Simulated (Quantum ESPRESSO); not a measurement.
# SiS2 (Ibam) in Quantum ESPRESSO: equation of state

How stiff is SiS2 in PBE, and what volume does it want? The cell is scaled to several volumes.

All numbers are computed with Quantum ESPRESSO 7.5; they aren't measurements. Logs are shortened: lines on timing, memory, paths and dates and some standing lists are left out, and cuts for length are marked.

### 1 Starting point

It takes space group Ibam (No. 72, orthorhombic). Conventional cell: a = 5.564 Å, b = 9.545 Å, c = 5.552 Å, α = 90.00°, β = 90.00°, γ = 90.00°. S (site symmetry m) is surrounded by 2 Si at 2.13 Å. Si (site symmetry 222) has 4 S at 2.13 Å as nearest neighbours.

### 2 Single point, PBE, 23.10 Å³/atom

File pw.in:

```
&CONTROL
  calculation = 'scf'
  prefix = 'pwscf'
  outdir = './tmp'
  pseudo_dir = './pseudo'
  tstress = .true.
  disk_io = 'nowf'
/
&SYSTEM
  ibrav = 0
  nat = 6
  ntyp = 2
  ecutwfc = 55
  ecutrho = 440
  nbnd = 24
  occupations = 'smearing'
  smearing = 'fd'
  degauss = 0.00367493
/
&ELECTRONS
  conv_thr = 1.2d-09
  electron_maxstep = 120
  mixing_beta = 0.5
/
ATOMIC_SPECIES
S     32.0600 s_pbe_v1.4.uspp.F.UPF
Si    28.0850 Si.pbe-n-rrkjus_psl.1.0.0.UPF
CELL_PARAMETERS angstrom
  -2.7252085544    4.6750747038    2.7193310378
   2.7252085544   -4.6750747038    2.7193310378
   2.7252085544    4.6750747038   -2.7193310378
ATOMIC_POSITIONS crystal
S      0.3818000000    0.7088000000    0.0906000000
S      0.6182000000    0.2912000000    0.9094000000
S      0.8818000000    0.7912000000    0.6730000000
S      0.1182000000    0.2088000000    0.3270000000
Si     0.2500000000    0.2500000000    0.0000000000
Si     0.7500000000    0.7500000000    0.0000000000
K_POINTS automatic
7 7 7 0 0 0
```

Potentials or basis: SSSP 1.3 efficiency PBE.

On the command line:

```console
> OMP_NUM_THREADS=1 mpirun -n 2 pw.x -nk 2 -in pw.in > pw.out
```

pw.out:

```text
This program is part of the open-source Quantum ESPRESSO suite
     for quantum simulation of materials; please cite
         "P. Giannozzi et al., J. Phys.:Condens. Matter 21 395502 (2009);
         "P. Giannozzi et al., J. Phys.:Condens. Matter 29 465901 (2017);
         "P. Giannozzi et al., J. Chem. Phys. 152 154105 (2020);
     in publications or presentations arising from this work. More details at

     Message from routine setup:
     using ibrav=0 with symmetry is DISCOURAGED, use correct ibrav instead

     K-points division:     npool     =       2
     Subspace diagonalization in iterative solution of the eigenvalue problem:
     a serial algorithm will be used

     G-vector sticks info
     --------------------
     sticks:   dense  smooth     PW     G-vecs:    dense   smooth      PW
     Sum        3683    1841    539               145811    51573    8187

     Using Slab Decomposition

     bravais-lattice index     =            0
     lattice parameter (alat)  =      11.4446  a.u.
     unit-cell volume          =     935.2053 (a.u.)^3
     number of atoms/cell      =            6
     number of atomic types    =            2
     number of electrons       =        32.00
     number of Kohn-Sham states=           24
     kinetic-energy cutoff     =      55.0000  Ry
     charge density cutoff     =     440.0000  Ry
     scf convergence threshold =      1.2E-09
     mixing beta               =       0.5000
     number of iterations used =            8  plain     mixing
     Exchange-correlation= PBE
                           (   1   4   3   4   0   0   0)

     celldm(1)=  11.444604  celldm(2)=   0.000000  celldm(3)=   0.000000
     celldm(4)=   0.000000  celldm(5)=   0.000000  celldm(6)=   0.000000

     crystal axes: (cart. coord. in units of alat)
               a(1) = (  -0.449985   0.771946   0.449014 )
               a(2) = (   0.449985  -0.771946   0.449014 )
               a(3) = (   0.449985   0.771946  -0.449014 )

     reciprocal axes: (cart. coord. in units 2 pi/alat)
               b(1) = (  0.000000  0.647714  1.113550 )
               b(2) = (  1.111149  0.000000  1.113550 )
               b(3) = (  1.111149  0.647714  0.000000 )

     PseudoPot. # 1 for S  read from file:
     s_pbe_v1.4.uspp.F.UPF
     Pseudo is Ultrasoft + core correction, Zval =  6.0
     Generated by new atomic code, or converted to UPF format
     Using radial grid of  907 points,  6 beta functions with:
                l(1) =   0
                l(2) =   0
                l(3) =   1
                l(4) =   1
                l(5) =   2
                l(6) =   2
     Q(r) pseudized with  8 coefficients,  rinner =    1.300   1.300   1.300
                                                       1.300   1.300

     PseudoPot. # 2 for Si read from file:
     Si.pbe-n-rrkjus_psl.1.0.0.UPF
     Pseudo is Ultrasoft + core correction, Zval =  4.0
     Generated using "atomic" code by A. Dal Corso  v.5.1
     Using radial grid of 1141 points,  6 beta functions with:
                l(1) =   0
                l(2) =   0
                l(3) =   1
                l(4) =   1
                l(5) =   2
                l(6) =   2
     Q(r) pseudized with 0 coefficients

     atomic species   valence    mass     pseudopotential
     S                 6.00    32.06000     S ( 1.00)
     Si                4.00    28.08500     Si( 1.00)

      8 Sym. Ops., with inversion, found ( 4 have fractional translation)

   Cartesian axes

     site n.     atom                  positions (alat units)
         1        S      tau(   1) = (   0.1879136  -0.1824879   0.4490143  )
         2        S      tau(   2) = (   0.2620711   0.9544334   0.0000000  )
         3        S      tau(   3) = (   0.2620711   0.5894576   0.4490143  )
         4        S      tau(   4) = (   0.1879136   0.1824879  -0.0000000  )
         5        Si     tau(   5) = (   0.0000000   0.0000000   0.2245071  )
         6        Si     tau(   6) = (  -0.0000000   0.0000000   0.6735214  )

     number of k points=    64  Fermi-Dirac smearing, width (Ry)=  0.0037
                       cart. coord. in units 2pi/alat
        k(    1) = (   0.0000000   0.0000000   0.0000000), wk =   0.0058309
        k(    2) = (   0.1587355   0.0925306   0.0000000), wk =   0.0233236
        k(    3) = (   0.3174711   0.1850612   0.0000000), wk =   0.0233236
        k(    4) = (   0.4762066   0.2775918   0.0000000), wk =   0.0233236
        k(    5) = (   0.1587355   0.0000000   0.1590786), wk =   0.0233236
        k(    6) = (   0.3174711   0.0925306   0.1590786), wk =   0.0466472
[... 56 lines left out ...]
        k(   63) = (  -0.0000000   0.5551835  -0.0000000), wk =   0.0116618
        k(   64) = (  -0.9524132  -0.0000000  -0.0000000), wk =   0.0116618

     Dense  grid:   145811 G-vectors     FFT dimensions: (  80,  80,  80)

     Smooth grid:    51573 G-vectors     FFT dimensions: (  60,  60,  60)

[... 89 lines left out ...]
    -0.4956   0.8704   1.2174   1.3707   1.4203   1.6613   2.5995   3.3260
     7.0452   7.8825   8.2099   8.4992   8.8492  10.0042  10.1655  10.2353

          k =-0.6349-0.0925-0.1591 (  6437 PWs)   bands (ev):

   -11.3083  -9.4493  -8.7773  -8.6654  -4.0835  -2.0020  -1.4587  -0.7305
    -0.5520   0.8431   1.1535   1.2693   1.4161   1.9097   2.5944   3.4486
     7.4407   7.9871   8.2593   8.5615   9.1393   9.9905  10.0724  10.2468

          k =-0.4762-0.0000-0.1591 (  6453 PWs)   bands (ev):

   -11.3493  -9.4360  -8.7485  -8.6009  -4.0608  -2.1506  -1.5085  -0.7562
    -0.6739   0.8616   0.9146   1.2493   1.7499   2.2199   2.3892   3.4041
     7.7545   8.2739   8.3060   8.3609   9.4066   9.9006  10.1281  10.2912

          k =-0.0000 0.1851-0.0000 (  6429 PWs)   bands (ev):

   -11.5172  -9.2697  -8.6107  -8.5174  -4.3001  -2.4185  -1.3690  -0.5735
    -0.4354   0.5852   0.6039   1.3129   1.7792   2.5642   2.5779   2.9910
     7.2401   7.5406   8.1873   8.8109   9.2834   9.5365  10.1083  10.8206

          k = 0.1587 0.2776-0.0000 (  6438 PWs)   bands (ev):

   -11.4684  -9.2768  -8.6779  -8.5745  -4.3275  -2.2645  -1.3261  -0.5187
    -0.3505   0.5661   0.8085   1.3901   1.6815   1.9420   2.6487   3.1677
     7.4250   7.6561   8.2734   8.5867   8.8403   9.4001  10.1263  10.5530

          k = 0.3175 0.3701-0.0000 (  6442 PWs)   bands (ev):

   -11.4097  -9.2782  -8.7867  -8.6074  -4.3326  -2.0853  -1.3135  -0.5720
    -0.2126   0.4674   0.9988   1.4052   1.5581   1.5866   2.6605   3.3915
     7.4404   7.9400   8.2934   8.4733   9.0513   9.5401  10.2389  10.5144

          k =-0.6349-0.1851-0.0000 (  6447 PWs)   bands (ev):

   -11.3873  -9.2763  -8.8208  -8.6212  -4.3121  -2.0155  -1.3696  -0.6234
    -0.2161   0.4103   0.8843   1.2663   1.5253   1.9290   2.5729   3.5121
     7.6381   7.9367   8.5594   8.7011   9.2603   9.7192  10.2722  10.5325

          k =-0.4762-0.0925-0.0000 (  6456 PWs)   bands (ev):

   -11.4206  -9.2720  -8.7717  -8.5858  -4.2809  -2.1011  -1.5188  -0.6222
    -0.3785   0.4384   0.7663   1.4138   1.6139   2.2413   2.3801   3.4838
     8.0068   8.2051   8.2298   8.8563   9.2874   9.7487   9.9175  10.7285

          k =-0.3175-0.0000-0.0000 (  6460 PWs)   bands (ev):
[... 29 lines left out ...]
          k =-0.9524-0.0925-0.1591 (  6417 PWs)   bands (ev):

   -11.2974  -9.4834  -8.8119  -8.6489  -4.1419  -1.9863  -1.1692  -0.5407
    -0.3851   1.0281   1.2092   1.2937   1.4965   1.6128   2.3251   3.1798
     6.6239   7.6152   8.2018   8.3167   8.6745   9.6070   9.9387  10.3161

          k =-0.7937-0.0000-0.1591 (  6424 PWs)   bands (ev):

   -11.2885  -9.4702  -8.7724  -8.7119  -4.1166  -1.9185  -1.3625  -0.5634
    -0.4740   0.9900   1.2436   1.2481   1.3869   1.5850   2.5486   3.3477
     6.9795   7.6620   8.2149   8.5405   8.8906   9.8567  10.0155  10.2473

          k = 0.0000 0.3701-0.0000 (  6449 PWs)   bands (ev):

   -11.4407  -9.2895  -8.6976  -8.6250  -4.3758  -2.1735  -1.1880  -0.3399
    -0.3278   0.7774   0.8784   1.2118   1.6292   2.0294   2.2677   3.1294
     7.0192   7.8705   8.0511   8.3842   8.6789   9.4230   9.9785  10.0630

          k = 0.1587 0.4627-0.0000 (  6432 PWs)   bands (ev):

   -11.3955  -9.2952  -8.7816  -8.6480  -4.3939  -2.0182  -1.1626  -0.3711
    -0.1784   0.8406   1.0265   1.2467   1.4848   1.5393   2.3806   3.2695
     6.8906   7.7155   8.0742   8.3503   8.9310   9.5515   9.9844  10.0281

          k =-0.7937-0.0925-0.0000 (  6420 PWs)   bands (ev):

   -11.3674  -9.2931  -8.7893  -8.7018  -4.3699  -1.8812  -1.2875  -0.4467
    -0.1702   0.7709   0.9408   1.1611   1.4951   1.5074   2.5384   3.4468
     7.0895   7.5714   8.3250   8.7869   9.1483   9.6396  10.1374  10.2715

          k =-0.6349 0.0000-0.0000 (  6438 PWs)   bands (ev):

   -11.3791  -9.2842  -8.7687  -8.6891  -4.3201  -1.9026  -1.4719  -0.5377
    -0.2877   0.7584   0.7650   1.0434   1.5377   1.8914   2.5773   3.5480
     7.5522   7.7798   8.5900   9.0346   9.1591   9.6639  10.3044  10.3687

          k =-0.0000-0.0000 0.9545 (  6398 PWs)   bands (ev):

   -11.2905  -9.4930  -8.8477  -8.6243  -4.1587  -1.9874  -1.0306  -0.5636
    -0.3243   1.0677   1.2223   1.3271   1.5801   1.6283   2.1010   3.1117
     6.4371   7.5163   8.0495   8.2729   8.7295   9.3407   9.9416  10.6093

          k =-0.0000 0.5552-0.0000 (  6426 PWs)   bands (ev):

   -11.3734  -9.3052  -8.8436  -8.6366  -4.4324  -1.9653  -1.0219  -0.2525
    -0.1216   0.9809   1.1293   1.2180   1.4984   1.5037   2.0111   3.2340
     6.5785   7.5562   7.7651   8.5319   8.7610   9.7239   9.7785   9.9251

          k =-0.9524-0.0000-0.0000 (  6396 PWs)   bands (ev):

   -11.3608  -9.3045  -8.8419  -8.6663  -4.4222  -1.8931  -1.0943  -0.2924
    -0.1112   1.0840   1.1166   1.1399   1.2663   1.4773   2.2154   3.3152
     6.6572   7.4646   7.8646   8.8021   8.8104   9.7238   9.8601  10.1230

     the Fermi energy is     4.7924 ev

!    total energy              =    -119.50101625 Ry
     estimated scf accuracy    <          9.6E-12 Ry
     smearing contrib. (-TS)   =      -0.00000000 Ry
     internal energy E=F+TS    =    -119.50101625 Ry

     The total energy is F=E-TS. E is the sum of the following terms:
     one-electron contribution =     -12.66554991 Ry
     hartree contribution      =      19.71405262 Ry
     xc contribution           =     -46.46885203 Ry
     ewald contribution        =     -80.08066693 Ry

     convergence has been achieved in  11 iterations

     Computing stress (Cartesian axis) and pressure

          total   stress  (Ry/bohr**3)                   (kbar)     P=       76.77
   0.00049158  -0.00000000  -0.00000000           72.31       -0.00       -0.00
   0.00000000   0.00047518   0.00000000            0.00       69.90        0.00
  -0.00000000  -0.00000000   0.00059890           -0.00       -0.00       88.10

=------------------------------------------------------------------------------=
   JOB DONE.
=------------------------------------------------------------------------------=
```

Wall time 3 min (2 MPI ranks of Intel Xeon Platinum 8259CL at 2.50GHz (Skylake/Cascade Lake), shared host); peak memory 0.84 GiB.

Results:

```yaml
Free_energy: -1625.8942 eV
Pressure: 7.7 GPa
Band_gap_on_the_k_mesh: 2.89 eV, indirect (least direct gap 3.33 eV)
```

Caveat: an odd mesh through Γ misses points on the zone boundary, where band edges often lie.

### 3 Single point, PBE, 23.59 Å³/atom

Changes to pw.in since step 2:

```diff
@@ -28,5 +28,5 @@
 CELL_PARAMETERS angstrom
-  -2.7252085544    4.6750747038    2.7193310378
-   2.7252085544   -4.6750747038    2.7193310378
-   2.7252085544    4.6750747038   -2.7193310378
+  -2.7444007963    4.7079988499    2.7384818873
+   2.7444007963   -4.7079988499    2.7384818873
+   2.7444007963    4.7079988499   -2.7384818873
 ATOMIC_POSITIONS crystal
```

Potentials or basis: SSSP 1.3 efficiency PBE.

On the command line:

```console
> OMP_NUM_THREADS=1 mpirun -n 2 pw.x -nk 2 -in pw.in > pw.out
```

It took 2.5 min on 2 MPI ranks of Intel Xeon Platinum 8259CL at 2.50GHz (Skylake/Cascade Lake), shared host; peak memory 0.86 GiB.

The run converged. Its results:

```
Free energy            : -1626.0173 eV
Pressure               : 5.7 GPa
Band gap on the k mesh : 2.86 eV, indirect (least direct gap 3.27 eV)
```

Caveat: an odd mesh through Γ misses points on the zone boundary, where band edges often lie.

### 4 Single point, PBE, 24.08 Å³/atom

Changes to pw.in since step 3:

```diff
@@ -28,5 +28,5 @@
 CELL_PARAMETERS angstrom
-  -2.7444007963    4.7079988499    2.7384818873
-   2.7444007963   -4.7079988499    2.7384818873
-   2.7444007963    4.7079988499   -2.7384818873
+  -2.7633282965    4.7404688335    2.7573685661
+   2.7633282965   -4.7404688335    2.7573685661
+   2.7633282965    4.7404688335   -2.7573685661
 ATOMIC_POSITIONS crystal
```

On the command line:

```console
> OMP_NUM_THREADS=1 mpirun -n 2 pw.x -nk 2 -in pw.in > pw.out
```

It took 3 min on 2 MPI ranks of Intel Xeon Platinum 8259CL at 2.50GHz (Skylake/Cascade Lake), shared host; peak memory 0.86 GiB.

Results (log left out):

```yaml
Free_energy: -1626.1064 eV
Pressure: 4.0 GPa
Band_gap_on_the_k_mesh: 2.82 eV, indirect (least direct gap 3.21 eV)
```

Caveat: an odd mesh through Γ misses points on the zone boundary, where band edges often lie.

### 5 Single point, PBE, 24.57 Å³/atom

Changes to pw.in since step 4:

```diff
@@ -28,5 +28,5 @@
 CELL_PARAMETERS angstrom
-  -2.7633282965    4.7404688335    2.7573685661
-   2.7633282965   -4.7404688335    2.7573685661
-   2.7633282965    4.7404688335   -2.7573685661
+  -2.7820000000    4.7725000000    2.7760000000
+   2.7820000000   -4.7725000000    2.7760000000
+   2.7820000000    4.7725000000   -2.7760000000
 ATOMIC_POSITIONS crystal
```

On the command line:

```console
> OMP_NUM_THREADS=1 mpirun -n 2 pw.x -nk 2 -in pw.in > pw.out
```

It took 3 min on 2 MPI ranks of Intel Xeon Platinum 8259CL at 2.50GHz (Skylake/Cascade Lake), shared host; peak memory 0.9 GiB.

The run converged. Its results:

```yaml
Free_energy: -1626.1649 eV
Pressure: 2.4 GPa
Band_gap_on_the_k_mesh: 2.78 eV, indirect (least direct gap 3.15 eV)
```

Caveat: an odd mesh through Γ misses points on the zone boundary, where band edges often lie.

### 6 Single point, PBE, 25.06 Å³/atom

Changes to pw.in since step 5:

```diff
@@ -28,5 +28,5 @@
 CELL_PARAMETERS angstrom
-  -2.7820000000    4.7725000000    2.7760000000
-   2.7820000000   -4.7725000000    2.7760000000
-   2.7820000000    4.7725000000   -2.7760000000
+  -2.8004243780    4.8041068814    2.7943846417
+   2.8004243780   -4.8041068814    2.7943846417
+   2.8004243780    4.8041068814   -2.7943846417
 ATOMIC_POSITIONS crystal
```

Potentials or basis: SSSP 1.3 efficiency PBE.

On the command line:

```console
> OMP_NUM_THREADS=1 mpirun -n 2 pw.x -nk 2 -in pw.in > pw.out
```

It took 3 min on 2 MPI ranks of Intel Xeon Platinum 8259CL at 2.50GHz (Skylake/Cascade Lake), shared host; peak memory 0.9 GiB.

The run converged. Its results:

* Free energy: -1626.1957 eV
* Pressure: 1.0 GPa
* Band gap on the k mesh: 2.74 eV, indirect (least direct gap 3.08 eV)

Caveat: an odd mesh through Γ misses points on the zone boundary, where band edges often lie.

### 7 Single point, PBE, 25.55 Å³/atom

Changes to pw.in since step 6:

```diff
@@ -28,5 +28,5 @@
 CELL_PARAMETERS angstrom
-  -2.8004243780    4.8041068814    2.7943846417
-   2.8004243780   -4.8041068814    2.7943846417
-   2.8004243780    4.8041068814   -2.7943846417
+  -2.8186094614    4.8353032547    2.8125305050
+   2.8186094614   -4.8353032547    2.8125305050
+   2.8186094614    4.8353032547   -2.8125305050
 ATOMIC_POSITIONS crystal
```

On the command line:

```console
> OMP_NUM_THREADS=1 mpirun -n 2 pw.x -nk 2 -in pw.in > pw.out
```

Run time: 3.2 min. Hardware: 2 MPI ranks of Intel Xeon Platinum 8259CL at 2.50GHz (Skylake/Cascade Lake), shared host; peak memory 0.92 GiB.

The run converged. Its results:

* Free energy: -1626.2014 eV
* Pressure: -0.3 GPa
* Band gap on the k mesh: 2.70 eV, indirect (least direct gap 3.02 eV)

Caveat: an odd mesh through Γ misses points on the zone boundary, where band edges often lie.

### 8 Single point, PBE, 26.05 Å³/atom

Changes to pw.in since step 7:

```diff
@@ -28,5 +28,5 @@
 CELL_PARAMETERS angstrom
-  -2.8186094614    4.8353032547    2.8125305050
-   2.8186094614   -4.8353032547    2.8125305050
-   2.8186094614    4.8353032547   -2.8125305050
+  -2.8365628720    4.8661021950    2.8304451950
+   2.8365628720   -4.8661021950    2.8304451950
+   2.8365628720    4.8661021950   -2.8304451950
 ATOMIC_POSITIONS crystal
```

On the command line:

```console
> OMP_NUM_THREADS=1 mpirun -n 2 pw.x -nk 2 -in pw.in > pw.out
```

It took 3.2 min on 2 MPI ranks of Intel Xeon Platinum 8259CL at 2.50GHz (Skylake/Cascade Lake), shared host; peak memory 0.94 GiB.

The run converged. Its results:

* Free energy: -1626.1846 eV
* Pressure: -1.5 GPa
* Band gap on the k mesh: 2.65 eV, indirect (least direct gap 2.95 eV)

Caveat: an odd mesh through Γ misses points on the zone boundary, where band edges often lie.

### 9 Equation of state, PBE

Potentials or basis: SSSP 1.3 efficiency PBE.

No new run: the results of the series are fitted here.

Results:

```yaml
Equilibrium_volume: 25.43 Å³/atom
Bulk_modulus_at_fixed_shape_and_positions: 65 GPa
Pressure_derivative_of_the_bulk_modulus: 4.2
```

Energy against volume, from the lowest point:
```
volume (Å³/atom)  energy (meV/atom)
          23.097              51.21
          23.589              30.69
          24.080              15.83
          24.571               6.09
          25.063               0.96
          25.554               0.00
          26.046               2.81
```

Caveat: the cell was scaled at fixed shape and fractional positions, which overstates the stiffness of a crystal with free parameters, most of all of layers and chains.
